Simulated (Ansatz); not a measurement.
Zn: equation of state with r2SCAN

The system is Zn.

```
Zn
1.0
     0.00000    1.96478    1.96478
     1.96478    0.00000    1.96478
     1.96478    1.96478    0.00000
Zn
1
Cartesian
  0.0000 0.0000 0.0000
```

This isn't the form of Zn at room conditions, which is hcp.

```json
{
 "Program": "Ansatz 0.2.0",
 "Task": "equation of state",
 "Functional": "r2SCAN",
 "Potentials or basis": "Ansatz PAW",
 "Cutoff": "500 eV",
 "Density cutoff": "2000 eV",
 "k mesh": "12 × 12 × 12",
 "Occupations": "fermi-dirac, width 0.05 eV",
 "Spin": "no spin polarisation"
}
```

| Item | Value |
| --- | --- |
| Equilibrium volume | 14.25 Å³/atom (rough: see the caveat) |
| Bulk modulus | 86 GPa (rough) |

Energy against volume, from the lowest point:
| volume (Å³/atom) | energy (meV/atom) |
| --- | --- |
| 14.259 | 0.00 |
| 14.563 | 1.81 |
| 14.866 | 6.64 |
| 15.169 | 14.11 |
| 15.473 | 23.90 |
| 15.776 | 35.71 |
| 16.080 | 49.28 |

All runs of the series together: 16 s on 2 threads of Arm Neoverse N1, on a shared host.

Caveat: the minimum lies outside the volumes run; the PAW data sets were made with another functional, which shifts forces and pressure a little.
